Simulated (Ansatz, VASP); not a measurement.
**One calculation of SnSe, two programs**

```xyz
2
Lattice="0.0000 3.0690 3.0690 3.0690 0.0000 3.0690 3.0690 3.0690 0.0000" Properties=species:S:1:pos:R:3 pbc="T T T"
Sn    0.0000    0.0000    0.0000
Se    3.0690    3.0690    3.0690
```

Change from the starting cell: volume scaled by 1.06, crystal datasets.

Alike in both runs: task electric field gradients; functional PBE; k mesh 9 × 9 × 9; occupations fermi-dirac, width 0.02 eV; no spin polarisation.

```csv
,VASP,Ansatz
version,VASP 6.6.1,Ansatz 0.2.0
potentials or method,"VASP PAW PBE potentials, release 64 (Sn_d, Se), cutoff 520 eV","all-electron PAW with datasets made for the crystal, scalar-relativistic"
```

```csv
,VASP,Ansatz,Ansatz less VASP
pressure (GPa),-1.7,-1.7,0.00
Vzz of the field gradient on the site that differs most (V/Å²),0.0,0.0,0.00
```

Ansatz ran all-electron here, so the differences hold the error of VASP's frozen core and of both bases. Ansatz warned: «gradients_without_spin_orbit».
